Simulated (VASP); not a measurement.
Crystal: Sb.

```xyz
2
Lattice="-0.1372 -2.2379 -2.0515 -0.2330 2.6705 -2.4840 4.7835 -0.0958 0.3702" Properties=species:S:1:pos:R:3 pbc="T T T"
Sb    2.2125    0.1705   -2.0957
Sb    4.4075    0.3346   -4.1523
```

This isn't the form of Sb at room conditions, which is rhombohedral.

The cell isn't the ideal one: cell sheared at random, sigma 0.06, atoms nudged by 0.01 Å.

| Property | Result |
| --- | --- |
| Program | VASP 6.6.1 |
| Task | relaxation of cell and atoms |
| Functional | PBE |
| Potentials or basis | VASP PAW PBE potentials, release 64 (Sb) |
| Cutoff | 600 eV |
| k mesh | 9 × 7 × 6 |
| Occupations | gaussian, width 0.05 eV |
| Spin | no spin polarisation |

At the start: pressure 5.9 GPa; volume 26.23 Å³/atom.

**Question.** Where does the relaxation end?

**Answer.** Over 52 steps the energy falls by 360.5 meV/atom and the volume is 29.93 Å³/atom (+14.1 %); space group Cmmm (No. 65, to 0.05 Å).

The path:
| step | energy change (eV) | largest force (eV/Å) | pressure (GPa) | volume (Å³) |
| --- | --- | --- | --- | --- |
| 1 | 0.0000 | 0.0598 | 5.89 | 52.46 |
| 3 | -0.1383 | 0.0457 | -1.30 | 57.73 |
| 5 | -0.1992 | 0.0202 | 2.66 | 54.25 |
| 7 | -0.2363 | 0.0263 | 0.03 | 55.76 |
| 9 | -0.3297 | 0.0559 | 4.00 | 54.32 |
| 11 | -0.3258 | 0.0500 | 7.08 | 53.15 |
| 13 | -0.3433 | 0.0532 | 5.81 | 53.62 |
| 15 | -0.3665 | 0.0482 | 6.02 | 53.87 |
| 17 | -0.4042 | 0.0581 | 5.97 | 54.28 |
| 19 | -0.5042 | 0.0492 | 2.38 | 56.73 |
| 21 | -0.5378 | 0.0684 | -0.78 | 59.73 |
| 23 | -0.5764 | 0.0453 | -0.31 | 59.39 |
| 25 | -0.5767 | 0.0496 | 3.39 | 57.32 |
| 27 | -0.6316 | 0.0326 | 1.17 | 58.62 |
| 29 | -0.7043 | 0.0397 | -0.01 | 60.04 |
| 31 | -0.7149 | 0.0589 | 0.04 | 59.88 |
| 33 | -0.7151 | 0.0622 | 0.06 | 59.86 |
| 35 | -0.7174 | 0.0408 | -0.16 | 60.05 |
| 37 | -0.7181 | 0.0173 | -0.36 | 60.23 |
| 39 | -0.7190 | 0.0194 | -0.08 | 59.92 |
| 41 | -0.7203 | 0.0195 | 0.13 | 59.72 |
| 43 | -0.7205 | 0.0193 | 0.28 | 59.58 |
| 45 | -0.7209 | 0.0162 | -0.02 | 59.90 |
| 47 | -0.7209 | 0.0167 | 0.02 | 59.85 |
| 49 | -0.7209 | 0.0145 | -0.01 | 59.88 |
| 51 | -0.7210 | 0.0093 | 0.02 | 59.86 |
| 52 | -0.7210 | 0.0091 | 0.01 | 59.86 |

Final structure:
```
Sb
1.0
    -1.06382   -2.08890   -2.05456
     0.03227    3.09607   -3.17231
     5.13485    1.01003    1.03829
Sb
2
Direct
  0.50266 0.50001 0.50007
  0.99734 0.99999 0.99993
```
